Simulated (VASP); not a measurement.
# BaS (Fm-3m) in VASP: a series of runs, part 2 of 2

VASP 6.6.1.

## 3. Relaxation of cell and atoms, PBEsol, non-collinear spin, zero start, spin-orbit coupling (33.55 Å³/atom)

This run uses another cell than the first one, of 33.55 Å³/atom.

Contents of POSCAR:

```
BaS
1.0
    0.0000000000      3.2253733437      3.2253733437
    3.2253733437      0.0000000000      3.2253733437
    3.2253733437      3.2253733437      0.0000000000
Ba S
1 1
Direct
    0.0000000000      0.0000000000      0.0000000000
    0.5000000000      0.5000000000      0.5000000000
```

Contents of INCAR.step1:

```
ALGO = Normal ; EDIFF = 1E-6
EDIFFG = -0.005 ; EFERMI = MIDGAP
ENCUT = 390 ; GGA = PS
GGA_COMPAT = F ; IBRION = 2
ISIF = 3 ; ISMEAR = 0
KPAR = 4 ; LASPH = T
LCHARG = F ; LORBIT = 11
LREAL = F ; LSORBIT = T
LWAVE = F ; MAGMOM = 0 0 0 0 0 0
NELM = 200 ; NELMIN = 4
NSW = 80 ; POTIM = 0.5
PREC = Accurate ; SIGMA = 0.03
```

Contents of INCAR.step3:

```
ALGO = Normal ; EDIFF = 1E-6
EFERMI = MIDGAP ; ENCUT = 390
GGA = PS ; GGA_COMPAT = F
ISIF = 2 ; ISMEAR = 0
KPAR = 4 ; LASPH = T
LCHARG = F ; LORBIT = 11
LREAL = F ; LSORBIT = T
LWAVE = F ; MAGMOM = 0 0 0 0 0 0
NELM = 200 ; PREC = Accurate
SIGMA = 0.03
```

Contents of KPOINTS:

```
Automatic mesh
0
Gamma
  5 5 5
  0 0 0
```

Potentials or basis: VASP PAW PBE potentials, release 64 (Ba_sv, S).

Run with:

```bash
$ cat potpaw_PBE.64/Ba_sv/POTCAR potpaw_PBE.64/S/POTCAR > POTCAR
$ cp INCAR.step1 INCAR
$ cp POSCAR.step1 POSCAR
$ mpirun -np 4 vasp_ncl > vasp.out
$ cp CONTCAR POSCAR
$ mpirun -np 4 vasp_ncl > vasp.out
$ cp CONTCAR POSCAR
$ cp INCAR.step3 INCAR
$ mpirun -np 4 vasp_ncl > vasp.out
```

OUTCAR:

```text
EDIFF = 1E-6
   EFERMI = MIDGAP
   ENCUT = 390
   GGA = PS
   ISIF = 2
   ISMEAR = 0
   LASPH = T
   LORBIT = 11
   LREAL = F
   LSORBIT = T
   NELM = 200
   PREC = Accurate

 Found     10 irreducible k-points:

 Following reciprocal coordinates:
            Coordinates               Weight
  0.000000  0.000000  0.000000      1.000000
  0.200000  0.000000  0.000000      8.000000
  0.400000  0.000000  0.000000      8.000000
  0.200000  0.200000  0.000000      6.000000
  0.400000  0.200000  0.000000     24.000000
 -0.400000  0.200000  0.000000     24.000000
   k-points           NKPTS =     10   k-points in BZ     NKDIM =     10   number of bands    NBANDS=     24
   number of dos      NEDOS =    301   number of ions     NIONS =      2
   total plane-waves  NPLWV =  27000
   dimension x,y,z NGX =    30 NGY =   30 NGZ =   30
   dimension x,y,z NGXF=    60 NGYF=   60 NGZF=   60
   ions per type =               1   1
   NGX,Y,Z   is equivalent  to a cutoff of  11.09, 11.09, 11.09 a.u.
   NGXF,Y,Z  is equivalent  to a cutoff of  22.17, 22.17, 22.17 a.u.
 SYSTEM =  unknown system
   PREC   = accura    normal or accurate (medium, high low for compatibility)
   ISTART =      0    job   : 0-new  1-cont  2-samecut
   ICHARG =      2    charge: 1-file 2-atom 10-const
   ISPIN  =      1    spin polarized calculation?
   LNONCOLLINEAR =      T non collinear calculations
   LSORBIT =      T    spin-orbit coupling
   LASPH  =      T    aspherical Exc in radial PAW
   ENCUT  =  390.0 eV  28.66 Ry    5.35 a.u.   7.24  7.24  7.24*2*pi/ulx,y,z
   NELM   =    200;   NELMIN=  2; NELMDL=  0     # of ELM steps
   EDIFF  = 0.1E-05   stopping-criterion for ELM
   LREAL  =      F    real-space projection
   EDIFFG = 0.1E-04   stopping-criterion for IOM
   NSW    =      0    number of steps for IOM
   IBRION =     -1    ionic relax: 0-MD 1-quasi-New 2-CG
   NFREE  =      0    steps in history (QN), initial steepest desc. (CG)
   ISIF   =      2    stress and relaxation
   ISYM   =      2    0-nonsym 1-usesym 2-fastsym
   POTIM  = 0.5000    time-step for ionic-motion
   TEBEG  =    0.0;   TEEND  =   0.0 temperature during run

   SCALEE = 1.0000    scale energy and forces
   PSTRESS=    0.0 pullay stress
   NELECT =      16.0000    total number of electrons
   NUPDOWN=      -1.0000    fix difference up-down
   EMIN   =  10.00;   EMAX   =-10.00  energy-range for DOS
   EFERMI =   0.00;   METHOD = MIDGAP
   ISMEAR =     0;   SIGMA  =   0.03  broadening in eV -4-tet -1-fermi 0-gaus
   EFERMI_NEDOS =   21; number of points for ismear=-14 and -15
   IALGO  =     38    algorithm
   IMIX   =      4    mixing-type and parameters
     AMIX     =   0.40;   BMIX     =  1.00
     AMIX_MAG =   1.60;   BMIX_MAG =  1.00
  volume/ion in A,a.u.               =      32.19       217.23
  Fermi-wavevector in a.u.,A,eV,Ry     =   1.029280  1.945058 14.414260  1.059418
  Thomas-Fermi vector in A             =   2.163320
   LORBIT       =     11    0 simple, 1 ext, 2 COOP (PROOUT), +10 PAW based schemes
   GGA     = PS    functional components
   LHFCALC =     F    Hartree Fock is set to
   AEXX    =    0.0000 exact exchange contribution
   IVDW    =     0    specifies the selected vdW correction
   LEPSILON=     F    determine dielectric tensor
   LRPA    =     F    only Hartree local field effects (RPA)

   CSHIFT  =0.1000    complex shift for real part using Kramers Kronig

   OMEGAMAX=  -1.0    maximum frequency
 Gauss-broadening in eV      SIGMA  =   0.03
  energy-cutoff  :      390.00
  volume of cell :       64.38
 maximum number of plane-waves:      2278
 NGX is ok and might be reduce to    30
[... 20 lines left out ...]
 val. band max:        1.4559747592   @ k =   0.0000   0.0000   0.0000
 cond. band min:       3.4812997599   @ k =   0.4000   0.4000   0.0000
 fundamental gap:      2.0253250006
 Fermi energy:         2.4686372596

 k-point     1 :       0.0000    0.0000    0.0000
  band No.  band energies     occupation
      1     -24.5963      1.00000
      2     -24.5963      1.00000
      3     -10.9770      1.00000
      4     -10.9770      1.00000
      5      -9.0158      1.00000
      6      -9.0158      1.00000
[... 151 lines left out ...]
     23       8.1638      0.00000
     24       8.1638      0.00000

 [... further k-points ...]

------------------------ aborting loop because EDIFF is reached ----------------------------------------

  FORCE on cell =-STRESS in cart. coord.  units (eV):
  Direction    XX          YY          ZZ          XY          YZ          ZX
  --------------------------------------------------------------------------------------
  -------------------------------------------------------------------------------------
  Total        0.0048089      0.0048089      0.0048089      0.0000000      0.0000000     -0.0000000
  in kB        0.1196778      0.1196778      0.1196778      0.0000000      0.0000000     -0.0000000
  external PRESSURE =       0.1196778 kB  Pullay stress =       0.0000000 kB

 VOLUME and BASIS-vectors are now :
 -----------------------------------------------------------------------------
  energy-cutoff  :      390.00
  volume of cell :       64.38
      direct lattice vectors                 reciprocal lattice vectors
     0.000000000  3.181054474  3.181054474    -0.157180584  0.157180584  0.157180584
     3.181054474  0.000000000  3.181054474     0.157180584 -0.157180584  0.157180584
     3.181054474  3.181054474  0.000000000     0.157180584  0.157180584 -0.157180584

 POSITION                                       TOTAL-FORCE (eV/Angst)
 -----------------------------------------------------------------------------------
      0.00000      0.00000      0.00000         0.000000     -0.000000      0.000000
      3.18105      3.18105      3.18105        -0.000000      0.000000     -0.000000
 -----------------------------------------------------------------------------------
    total drift:                                0.000000      0.000000      0.000000

  FREE ENERGIE OF THE ION-ELECTRON SYSTEM (eV)
  ---------------------------------------------------
  free  energy   TOTEN  =       -10.9146488273 eV

  energy  without entropy=      -10.9146488273  energy(sigma->0) =      -10.91464883

 Spin-Orbit-Coupling matrix elements

 Ion:    1  E_soc:     -0.3913980
 l=   1
     0.0000000    -0.0650278    -0.0650278
    -0.0650278     0.0000000    -0.0650278
    -0.0650278    -0.0650278     0.0000000
 l=   2
     0.0000000    -0.0000142     0.0000000    -0.0000142    -0.0001910
    -0.0000142     0.0000000    -0.0001432    -0.0000142    -0.0000477
     0.0000000    -0.0001432     0.0000000    -0.0001432     0.0000000
    -0.0000142    -0.0000142    -0.0001432     0.0000000    -0.0000477
    -0.0001910    -0.0000477     0.0000000    -0.0000477     0.0000000
 l=   3
     0.0000000     0.0000000     0.0000000     0.0000000     0.0000000     0.0000000     0.0000000
     0.0000000     0.0000000     0.0000000     0.0000000     0.0000000     0.0000000     0.0000000
     0.0000000     0.0000000     0.0000000     0.0000000     0.0000000     0.0000000     0.0000000
     0.0000000     0.0000000     0.0000000     0.0000000     0.0000000     0.0000000     0.0000000
     0.0000000     0.0000000     0.0000000     0.0000000     0.0000000     0.0000000     0.0000000
     0.0000000     0.0000000     0.0000000     0.0000000     0.0000000     0.0000000     0.0000000
     0.0000000     0.0000000     0.0000000     0.0000000     0.0000000     0.0000000     0.0000000

 Ion:    2  E_soc:     -0.0024267
 l=   1
     0.0000000    -0.0004045    -0.0004045
    -0.0004045     0.0000000    -0.0004045
    -0.0004045    -0.0004045     0.0000000
 l=   2
     0.0000000     0.0000000     0.0000000     0.0000000     0.0000000
     0.0000000     0.0000000     0.0000000     0.0000000     0.0000000
     0.0000000     0.0000000     0.0000000     0.0000000     0.0000000
     0.0000000     0.0000000     0.0000000     0.0000000     0.0000000
     0.0000000     0.0000000     0.0000000     0.0000000     0.0000000
 l=   3
     0.0000000     0.0000000     0.0000000     0.0000000     0.0000000     0.0000000     0.0000000
     0.0000000     0.0000000     0.0000000     0.0000000     0.0000000     0.0000000     0.0000000
     0.0000000     0.0000000     0.0000000     0.0000000     0.0000000     0.0000000     0.0000000
     0.0000000     0.0000000     0.0000000     0.0000000     0.0000000     0.0000000     0.0000000
     0.0000000     0.0000000     0.0000000     0.0000000     0.0000000     0.0000000     0.0000000
     0.0000000     0.0000000     0.0000000     0.0000000     0.0000000     0.0000000     0.0000000
     0.0000000     0.0000000     0.0000000     0.0000000     0.0000000     0.0000000     0.0000000

 total charge

# of ion       s       p       d       tot
------------------------------------------
    1        2.008   5.604   0.288   7.900
    2        1.317   2.404   0.000   3.721
--------------------------------------------------
tot          3.325   8.008   0.288  11.621

 magnetization (x)

# of ion       s       p       d       tot
------------------------------------------
    1        0.000   0.000   0.000   0.000
    2        0.000   0.000   0.000   0.000
--------------------------------------------------
tot          0.000   0.000   0.000   0.000

 magnetization (y)

# of ion       s       p       d       tot
------------------------------------------
    1       -0.000  -0.000  -0.000  -0.000
    2        0.000   0.000   0.000   0.000
--------------------------------------------------
tot         -0.000   0.000  -0.000  -0.000

 magnetization (z)

# of ion       s       p       d       tot
------------------------------------------
    1       -0.000   0.000   0.000   0.000
    2        0.000   0.000   0.000   0.000
--------------------------------------------------
tot          0.000   0.000   0.000   0.000
```

Wall time 2.1 min (4 MPI ranks of Intel Xeon Platinum 8259CL at 2.50GHz (Skylake/Cascade Lake), shared host); peak memory 0.28 GiB.

What came out:

| Item | Value |
| --- | --- |
| Free energy | -10.9146 eV |
| Relaxed volume | 32.19 Å³/atom |
| Relaxed cell | a = 4.499 Å, b = 4.499 Å, c = 4.499 Å, α = 60.00°, β = 60.00°, γ = 60.00° |
| Space group after relaxing (to 0.1 Å) | Fm-3m (No. 225) |
| Energy gained by relaxing | 7.5 meV/atom |
| Ionic steps | 4 |
| Pressure after relaxing | 0.0 GPa |
| Net moment | 0.00 μB per cell |
| Valence electrons inside the program's atomic spheres | Ba 7.90; S 3.72 |

The path:
| step | energy change (eV) | largest force (eV/Å) | pressure (GPa) | volume (Å³) |
| --- | --- | --- | --- | --- |
| 1 | 0.0000 | 0.0000 | -1.73 | 67.11 |
| 2 | -0.0141 | 0.0000 | 0.55 | 63.64 |
| 3 | -0.0153 | 0.0000 | 0.01 | 64.38 |
| 4 | -0.0150 | 0.0000 | 0.01 | 64.38 |

Final structure:
```yaml
crystal:
  lattice:
    - [0.00000, 3.18105, 3.18105]
    - [3.18105, 0.00000, 3.18105]
    - [3.18105, 3.18105, 0.00000]
  atoms:
    - { symbol: Ba, position: [0.00000, 0.00000, 0.00000] }
    - { symbol: S, position: [0.50000, 0.50000, 0.50000] }
```

Moments on the atoms (μB; x, y, z):
```
Ba  0.00 0.00 0.00
S   0.00 0.00 0.00
```

Caveat: the PAW data sets were made with another functional, which shifts forces and pressure a little.

## 4. Relaxation of cell and atoms, PBEsol, non-collinear spin, zero start, spin-orbit coupling (33.55 Å³/atom)

This run uses another cell than the first one, of 33.55 Å³/atom.

POSCAR is that of step 3.

Edit INCAR.step1 of step 3 so:

```diff
@@ -1,4 +1,4 @@
-ALGO = Normal ; EDIFF = 1E-6
-EDIFFG = -0.005 ; EFERMI = MIDGAP
-ENCUT = 390 ; GGA = PS
+ALGO = Normal ; EDIFF = 1E-7
+EDIFFG = -0.002 ; EFERMI = MIDGAP
+ENCUT = 690 ; GGA = PS
 GGA_COMPAT = F ; IBRION = 2
```

Contents of INCAR.step4:

```
ALGO = Normal ; EDIFF = 1E-7
EFERMI = MIDGAP ; ENCUT = 690
GGA = PS ; GGA_COMPAT = F
ISIF = 2 ; ISMEAR = 0
KPAR = 4 ; LASPH = T
LCHARG = F ; LORBIT = 11
LREAL = F ; LSORBIT = T
LWAVE = F ; MAGMOM = 0 0 0 0 0 0
NELM = 200 ; PREC = Accurate
SIGMA = 0.03
```

Contents of KPOINTS:

```
Automatic mesh
0
Gamma
  8 8 8
  0 0 0
```

Run with:

```bash
$ cat potpaw_PBE.64/Ba_sv/POTCAR potpaw_PBE.64/S/POTCAR > POTCAR
$ cp INCAR.step1 INCAR
$ cp POSCAR.step1 POSCAR
$ mpirun -np 4 vasp_ncl > vasp.out
$ cp CONTCAR POSCAR
$ mpirun -np 4 vasp_ncl > vasp.out
$ cp CONTCAR POSCAR
$ mpirun -np 4 vasp_ncl > vasp.out
$ cp CONTCAR POSCAR
$ cp INCAR.step4 INCAR
$ mpirun -np 4 vasp_ncl > vasp.out
```

Run time: 7.6 min. Hardware: 4 MPI ranks of Intel Xeon Platinum 8259CL at 2.50GHz (Skylake/Cascade Lake), shared host; peak memory 0.61 GiB.

The run converged. Its results:

| Property | Result |
| --- | --- |
| Free energy | -10.9161 eV |
| Relaxed volume | 32.19 Å³/atom |
| Relaxed cell | a = 4.499 Å, b = 4.499 Å, c = 4.499 Å, α = 60.00°, β = 60.00°, γ = 60.00° |
| Space group after relaxing (to 0.1 Å) | Fm-3m (No. 225) |
| Energy gained by relaxing | 7.6 meV/atom |
| Ionic steps | 5 |
| Pressure after relaxing | 0.0 GPa |
| Net moment | 0.00 μB per cell |
| Valence electrons inside the program's atomic spheres | Ba 7.90; S 3.72 |

The path:
| step | energy change (eV) | largest force (eV/Å) | pressure (GPa) | volume (Å³) |
| --- | --- | --- | --- | --- |
| 1 | 0.0000 | 0.0000 | -1.74 | 67.11 |
| 2 | -0.0141 | 0.0000 | 0.55 | 63.64 |
| 3 | -0.0153 | 0.0000 | 0.00 | 64.38 |
| 4 | -0.0153 | 0.0000 | 0.00 | 64.38 |
| 5 | -0.0153 | 0.0000 | 0.00 | 64.38 |

Final structure:
```
CELL_PARAMETERS angstrom
0.00000 3.18105 3.18105
3.18105 0.00000 3.18105
3.18105 3.18105 0.00000
ATOMIC_POSITIONS crystal
Ba 0.00000 0.00000 0.00000
S 0.50000 0.50000 0.50000
```

Moments on the atoms (μB; x, y, z):
```
Ba  0.00 0.00 0.00
S   0.00 0.00 0.00
```

Caveat: the PAW data sets were made with another functional, which shifts forces and pressure a little.

## 5. Single point, LDA

This run uses another cell than the first one, of 30.83 Å³/atom.

Contents of INCAR:

```
SYSTEM = BaS
  ALGO = Normal
  EDIFF = 1E-6
  ENCUT = 520
  ISIF = 2
  ISMEAR = -1
  LASPH = .TRUE.
  LCHARG = .FALSE.
  LREAL = .FALSE.
  LWAVE = .FALSE.
  NBANDS = 15
  NELM = 60
  PREC = Accurate
  SIGMA = 0.05
```

Contents of KPOINTS:

```
k-points
0
G
  7 7 7
  0 0 0
```

Contents of POSCAR:

```
BaS
1.0
    0.0000000000      3.1357639325      3.1357639325
    3.1357639325      0.0000000000      3.1357639325
    3.1357639325      3.1357639325      0.0000000000
Ba S
1 1
Direct
    0.0000000000      0.0000000000      0.0000000000
    0.5000000000      0.5000000000      0.5000000000
```

Potentials or basis: VASP PAW LDA potentials, release 64 (Ba_sv, S).

Run with:

```bash
$ cat potpaw_LDA.64/Ba_sv/POTCAR potpaw_LDA.64/S/POTCAR > POTCAR
$ mpirun -np 1 vasp_std > vasp.out
```

Run time: 25 s. Hardware: 1 thread of Intel Xeon 8259CL, shared host; peak memory 0.18 GiB.

Results (log left out):

```
Free energy            : -11.1725 eV
Pressure               : 0.8 GPa
Band gap on the k mesh : 1.86 eV (least direct gap 1.98 eV)
```

Levels at points of the mesh, in eV from the valence-band top:
| k point | band 4 | band 5 | band 6 | band 7 | band 8 | band 9 | band 10 | band 11 | band 12 | band 13 |
| --- | --- | --- | --- | --- | --- | --- | --- | --- | --- | --- |
| (0.00, 0.00, 0.00) | -10.90 | -10.40 | 0.00 | 0.00 | 0.00 | 3.58 | 3.70 | 3.70 | 3.70 | 4.74 |

Caveat: spin-orbit coupling is left out, which moves the levels of the heavy elements; an odd mesh through Γ misses points on the zone boundary, where band edges can lie.

## 6. Summary

| task | level | potentials or basis | spin | cell | k mesh | cutoff (eV) | smearing | dipole correction | tolerance level | purpose | passes | gap on the mesh (eV) | pressure (GPa) | moment (μB) | relaxed volume (Å³/atom) |
| --- | --- | --- | --- | --- | --- | --- | --- | --- | --- | --- | --- | --- | --- | --- | --- |
| relaxation of cell and atoms | revPBE | VASP PAW PBE potentials, release 64 (Ba_sv, S) | off | relaxed from a = 4.517 Å, angles 60.0°, 2 atoms | 7 × 7 × 7 | 600 | fermi-dirac 0.05 eV | no | - | - | - | 2.36 | 0.0 | - | 34.59 |
| relaxation of cell and atoms | PBEsol | VASP PAW PBE potentials, release 64 (Ba_sv, S) | non-collinear, zero start, SOC | relaxed from a = 4.561 Å, angles 60.0°, 2 atoms | 5 × 5 × 5 | 390 | gaussian 0.03 eV | - | standard | cell | 2 | - | 0.0 | 0.00 | 32.19 |
| relaxation of cell and atoms | PBEsol | VASP PAW PBE potentials, release 64 (Ba_sv, S) | non-collinear, zero start, SOC | relaxed from a = 4.561 Å, angles 60.0°, 2 atoms | 8 × 8 × 8 | 690 | gaussian 0.03 eV | - | standard | cell | 3 | - | 0.0 | 0.00 | 32.19 |
| single point | LDA | VASP PAW LDA potentials, release 64 (Ba_sv, S) | off | a = 4.435 Å, angles 60.0°, 2 atoms | 7 × 7 × 7 | 520 | fermi-dirac 0.05 eV | no | - | - | - | 1.86 | 0.8 | - | - |

Caveats: the PAW data sets were made with another functional, which shifts forces and pressure a little (at least some runs); spin-orbit coupling is left out, which moves the levels of the heavy elements (at least some runs); an odd mesh through Γ misses points on the zone boundary, where band edges can lie (at least some runs).

Total energies depend on the potentials used, so only differences within one code and one set of settings carry meaning.

## 7. Against experiment

Step 5. A measured gap of BaS is 3.806 eV (indirect; 2 K; a printed reference work, monograph, original work of 1988); the calculated 1.86 eV misses it by -1.95 eV. So large a miss can be the level of theory's own, or it may mean another phase, state or a wrong row. Spin-orbit coupling on Ba is left out. The value is that of LDA on a finite k mesh, which can miss the band edges, without temperature or zero-point motion. Semilocal functionals fall short of measured gaps as a rule.
